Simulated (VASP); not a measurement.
VASP 6.6.1, PBE single-point calculation, SnO₂ (strained measured structure)

INCAR

```
LCHARG = .FALSE.
NBANDS = 35
PREC = Accurate
LREAL = .FALSE.
ISMEAR = -1
ISIF = 2
NSW = 0
LASPH = .TRUE.
LWAVE = .FALSE.
SIGMA = 0.02
ENCUT = 520
IBRION = -1
GGA = PE
NELM = 120
EDIFF = 1E-7
```

KPOINTS

```
KPOINTS created by Atomic Simulation Environment
0
Gamma
6 6 8
0 0 0
```

KPOINTS_OPT

```
special points
6
Reciprocal
0.0000000000 0.0000000000 0.0000000000 1
0.0000000000 0.5000000000 0.0000000000 1
0.5000000000 0.5000000000 0.0000000000 1
0.0000000000 0.0000000000 0.5000000000 1
0.0000000000 0.5000000000 0.5000000000 1
0.5000000000 0.5000000000 0.5000000000 1
```

POSCAR

```
Sn O
 1.0000000000000000
     4.4896227317999999    0.0000000000000000    0.0000000000000000
     0.0000000000000000    4.4896227317999999    0.0000000000000000
     0.0000000000000000    0.0000000000000000    3.0180735567000001
 Sn  O
   2   4
Cartesian
  0.0000000000000000  0.0000000000000000  0.0000000000000000
  2.2448113658999995  2.2448113658999995  1.5090367783500001
  1.3598897672303258  1.3598897672303258 -0.0000000000000000
  0.8849215986696739  3.6047011331303263  1.5090367783500001
  3.1297329645696732  3.1297329645696732 -0.0000000000000000
  3.6047011331303263  0.8849215986696739  1.5090367783500001
```

VASP ran with the recommended PBE PAW datasets (52 valence electrons in the cell).

Command

```
mpirun -np 1 vasp_std
```

OSZICAR

```
N       E                     dE             d eps       ncg     rms          rms(c)
DAV:   1     0.630129341012E+03    0.63013E+03   -0.25833E+04  4079   0.246E+03
DAV:   2     0.523404319334E+02   -0.57779E+03   -0.54461E+03  3716   0.618E+02
DAV:   3    -0.374211106386E+02   -0.89762E+02   -0.88237E+02  3781   0.207E+02
DAV:   4    -0.415898687798E+02   -0.41688E+01   -0.41434E+01  4404   0.475E+01
DAV:   5    -0.416937579966E+02   -0.10389E+00   -0.10378E+00  4542   0.778E+00    0.184E+01
DAV:   6    -0.347458051421E+02    0.69480E+01   -0.17485E+01  5591   0.643E+01    0.763E+00
DAV:   7    -0.348627169133E+02   -0.11691E+00   -0.25220E+00  4102   0.944E+00    0.363E+00
DAV:   8    -0.348412335488E+02    0.21483E-01   -0.17176E-01  5025   0.669E+00    0.918E-01
DAV:   9    -0.348343625006E+02    0.68710E-02   -0.35142E-02  5872   0.373E+00    0.175E-01
DAV:  10    -0.348349129488E+02   -0.55045E-03   -0.53918E-03  4952   0.553E-01    0.114E-01
DAV:  11    -0.348350070826E+02   -0.94134E-04   -0.41883E-04  4962   0.186E-01    0.209E-02
DAV:  12    -0.348350050880E+02    0.19946E-05   -0.34499E-05  5451   0.691E-02    0.514E-03
DAV:  13    -0.348350060183E+02   -0.93034E-06   -0.35364E-06  5084   0.486E-02    0.701E-03
DAV:  14    -0.348350054433E+02    0.57501E-06   -0.21140E-06  5538   0.214E-02    0.108E-03
DAV:  15    -0.348350053928E+02    0.50542E-07   -0.10427E-07  2897   0.376E-03
   1 F= -.34835005E+02 E0= -.34835005E+02  d E =-.534937E-12
       N       E                     dE             ncg
DAV:   1     0.755502355210E+04   -0.57619E+04      495
DAV:   2     0.424460661100E+04   -0.33104E+04      436
DAV:   3     0.369525489718E+04   -0.54935E+03      446
DAV:   4     0.366870481826E+04   -0.26550E+02      533
DAV:   5     0.366806840926E+04   -0.63641E+00      541
DAV:   6     0.366804459084E+04   -0.23818E-01      575
DAV:   7     0.366804335144E+04   -0.12394E-02      610
DAV:   8     0.366804333925E+04   -0.12189E-04      559
DAV:   9     0.366804333914E+04   -0.10350E-06      429
DAV:  10     0.366804333913E+04   -0.10656E-07      369
```

From OUTCAR

```
k-points           NKPTS =     50   k-points in BZ     NKDIM =     50   number of bands    NBANDS=     35

   NELECT =      52.0000    total number of electrons

   dimension x,y,z NGX =    36 NGY =   36 NGZ =   24
   dimension x,y,z NGXF=    72 NGYF=   72 NGZF=   48

  energy-cutoff  :      520.00
  volume of cell :       60.83
      direct lattice vectors                 reciprocal lattice vectors
     4.489622732  0.000000000  0.000000000     0.222735864  0.000000000  0.000000000
     0.000000000  4.489622732  0.000000000     0.000000000  0.222735864  0.000000000
     0.000000000  0.000000000  3.018073557     0.000000000  0.000000000  0.331337186

 k-points in reciprocal lattice and weights: KPOINTS created by Atomic Simulation Env
   0.00000000  0.00000000  0.00000000       0.003
   0.16666667  0.00000000  0.00000000       0.014
   0.33333333  0.00000000  0.00000000       0.014
   0.50000000  0.00000000  0.00000000       0.007
   0.16666667  0.16666667  0.00000000       0.014
   0.33333333  0.16666667  0.00000000       0.028
   0.50000000  0.16666667  0.00000000       0.014
   0.33333333  0.33333333  0.00000000       0.014
   ...

 E-fermi :   8.6496

 k-point     1 :       0.0000    0.0000    0.0000
  band No.  band energies     occupation
      1     -13.3649      2.00000
      2     -12.4530      2.00000
      3     -11.7264      2.00000
      4     -11.5266      2.00000
      5     -11.4839      2.00000
      6     -11.4839      2.00000
      7     -11.2708      2.00000
      8     -11.0800      2.00000
      9     -11.0511      2.00000
     10     -11.0511      2.00000
     11     -11.0219      2.00000
     12      -9.5225      2.00000
     13      -9.5225      2.00000
     14      -6.3984      2.00000
     15      -0.5145      2.00000
     16       3.4719      2.00000
     17       3.4719      2.00000
     18       3.7541      2.00000
     19       4.3785      2.00000
     20       6.1013      2.00000
     21       6.6676      2.00000
     22       7.1055      2.00000
     23       7.1055      2.00000
     24       7.2422      2.00000
     25       7.2422      2.00000
     26       8.1989      2.00000
     27      11.4699      0.00000
     28      15.4223      0.00000
     29      15.4223      0.00000
     30      16.0337      0.00000
     31      19.3526      0.00000
     32      20.2189      0.00000
     33      22.2009      0.00000
     34      22.2606      0.00000
     35      22.5688      0.00000

 k-point     2 :       0.1667    0.0000    0.0000
  band No.  band energies     occupation
      1     -13.3045      2.00000
      2     -12.4101      2.00000
      3     -11.8561      2.00000
      4     -11.5378      2.00000
      5     -11.4799      2.00000
      6     -11.4796      2.00000
      7     -11.2569      2.00000
      8     -11.0908      2.00000
      9     -11.0567      2.00000
     10     -11.0563      2.00000
     11     -11.0458      2.00000
     12      -9.7447      2.00000
     13      -9.1830      2.00000
     14      -6.5059      2.00000
     15      -0.3671      2.00000
     16       3.0521      2.00000
     17       3.6988      2.00000
     18       3.8889      2.00000
     19       4.5853      2.00000
     20       5.9134      2.00000
     21       6.7101      2.00000
     22       6.8081      2.00000
     23       7.1045      2.00000
     24       7.1050      2.00000
     25       7.2801      2.00000
     26       8.0268      2.00000
     27      12.0612      0.00000
     28      15.4986      0.00000
     29      15.5477      0.00000
     30      16.0872      0.00000
     31      19.7961      0.00000
     32      20.5568      0.00000
     33      21.9374      0.00000
     34      22.1824      0.00000
     35      22.4001      0.00000

 k-point     3 :       0.3333    0.0000    0.0000
  band No.  band energies     occupation
      1     -13.1255      2.00000
      2     -12.5175      2.00000
      3     -11.8956      2.00000
      4     -11.5836      2.00000
      5     -11.4712      2.00000
      6     -11.4707      2.00000
      7     -11.2197      2.00000
      8     -11.1241      2.00000
      9     -11.0678      2.00000
     10     -11.0672      2.00000
     11     -10.9858      2.00000
     12     -10.2456      2.00000
     13      -8.4440      2.00000
     14      -6.9131      2.00000
     15       0.1548      2.00000
     16       2.1023      2.00000
     17       4.2369      2.00000
     18       4.2695      2.00000
     19       5.1882      2.00000
     20       5.4292      2.00000
     21       5.8507      2.00000
     22       6.6335      2.00000
     23       7.1030      2.00000
     24       7.1037      2.00000
     25       7.3765      2.00000
     26       7.6889      2.00000
     27      13.3066      0.00000
     28      15.3597      0.00000
     29      15.9540      0.00000
     30      16.2845      0.00000
     31      20.6985      0.00000
     32      21.3254      0.00000
     33      21.4855      0.00000
     34      21.8204      0.00000
     35      22.0145      0.00000

 k-point     4 :       0.5000    0.0000    0.0000
  band No.  band energies     occupation
      1     -12.8421      2.00000
      2     -12.8421      2.00000
      3     -11.7052      2.00000
      4     -11.7052      2.00000
      5     -11.4664      2.00000
      6     -11.4664      2.00000
      7     -11.1708      2.00000
      8     -11.1708      2.00000
      9     -11.0732      2.00000
     10     -11.0732      2.00000
     11     -10.7266      2.00000
     12     -10.7266      2.00000
     13      -7.6169      2.00000
     14      -7.6169      2.00000
     15       1.0426      2.00000
     16       1.0426      2.00000
     17       4.8241      2.00000
     18       4.8241      2.00000
     19       4.9614      2.00000
     20       4.9614      2.00000
     21       5.9978      2.00000
     22       5.9978      2.00000
     23       7.1028      2.00000
     24       7.1028      2.00000
     25       7.4989      2.00000
     26       7.4989      2.00000
     27      14.5584      0.00000
     28      14.5584      0.00000
     29      16.3479      0.00000
     30      16.3479      0.00000
     31      21.0863      0.00000
     32      21.0863      0.00000
     33      21.6198      0.00000
     34      21.6198      0.00000
     35      22.8173      0.00000

 k-point     5 :       0.1667    0.1667    0.0000
  band No.  band energies     occupation
      1     -13.2663      2.00000
      2     -12.4154      2.00000
      3     -11.9249      2.00000
      4     -11.5278      2.00000
      5     -11.4854      2.00000
      6     -11.4702      2.00000
      7     -11.2442      2.00000
      8     -11.0990      2.00000
      9     -11.0678      2.00000
     10     -11.0506      2.00000
     11     -11.0386      2.00000
     12      -9.5719      2.00000
     13      -9.2882      2.00000
     14      -6.6514      2.00000
     15      -0.1760      2.00000
     16       3.1745      2.00000
     17       3.4951      2.00000
     18       4.0097      2.00000
     19       4.7336      2.00000
     20       5.7645      2.00000
     21       6.4549      2.00000
     22       6.7667      2.00000
     23       7.0784      2.00000
     24       7.1136      2.00000
     25       7.2191      2.00000
     26       7.8849      2.00000
     27      12.5491      0.00000
     28      15.3526      0.00000
     29      15.9396      0.00000
     30      16.1461      0.00000
     31      20.0267      0.00000
     32      20.8555      0.00000
     33      21.7969      0.00000
     34      21.9932      0.00000
     35      22.2158      0.00000

 k-point     6 :       0.3333    0.1667    0.0000
  band No.  band energies     occupation
      1     -13.1407      2.00000
      2     -12.6233      2.00000
      3     -11.8162      2.00000
      4     -11.5447      2.00000
      5     -11.4820      2.00000
      6     -11.4664      2.00000
      7     -11.2103      2.00000
      8     -11.1258      2.00000
      9     -11.0732      2.00000
     10     -11.0556      2.00000
     11     -10.9265      2.00000
     12     -10.0240      2.00000
     13      -8.6850      2.00000
     14      -7.1285      2.00000
     15       0.4309      2.00000
     16       2.4119      2.00000
     17       4.0278      2.00000
     18       4.3497      2.00000
     19       5.2107      2.00000
     20       5.3627      2.00000
     21       5.6734      2.00000
     22       6.5625      2.00000
     23       7.0656      2.00000
     24       7.0994      2.00000
     25       7.2635      2.00000
     26       7.5842      2.00000
     27      13.6170      0.00000
     28      15.3006      0.00000
     29      16.2571      0.00000
     30      16.4186      0.00000
     31      20.5154      0.00000
     32      21.3003      0.00000
     33      21.6321      0.00000
     34      21.6758      0.00000
     35      21.7685      0.00000

 ...

  Total       23.1749215     23.1749215     28.0406625      0.0000000      0.0000000      0.0000000
  in kB      610.3505464    610.3505464    738.4980205      0.0000000      0.0000000      0.0000000
  external PRESSURE =     653.0663711 kB  Pullay stress =       0.0000000 kB

 POSITION                                       TOTAL-FORCE (eV/Angst)
 -----------------------------------------------------------------------------------
      0.00000      0.00000      0.00000         0.000000      0.000000     -0.000000
      2.24481      2.24481      1.50904         0.000000      0.000000     -0.000000
      1.35989      1.35989      0.00000        -0.037899     -0.037899      0.000000
      0.88492      3.60470      1.50904         0.037899     -0.037899      0.000000
      3.12973      3.12973      0.00000         0.037899      0.037899     -0.000000
      3.60470      0.88492      1.50904        -0.037899      0.037899     -0.000000
 -----------------------------------------------------------------------------------
    total drift:                                0.000000      0.000000      0.000000

  FREE ENERGIE OF THE ION-ELECTRON SYSTEM (eV)
  ---------------------------------------------------
  free  energy   TOTEN  =       -34.8350053928 eV

  energy  without entropy=      -34.8350053928  energy(sigma->0) =      -34.83500539
```

```json
{
 "gap between bands v and c": "3.27 eV",
 "least direct gap": "3.27 eV",
 "pressure": "65.3 GPa",
 "largest force": "0.05 eV/Å"
}
```

Band v is the last that the valence electrons fill when counted band by band, and c is the next.

The run took about 88 s on one core of a shared host (Intel Xeon Platinum 8488C) and held 0.26 GiB at most.
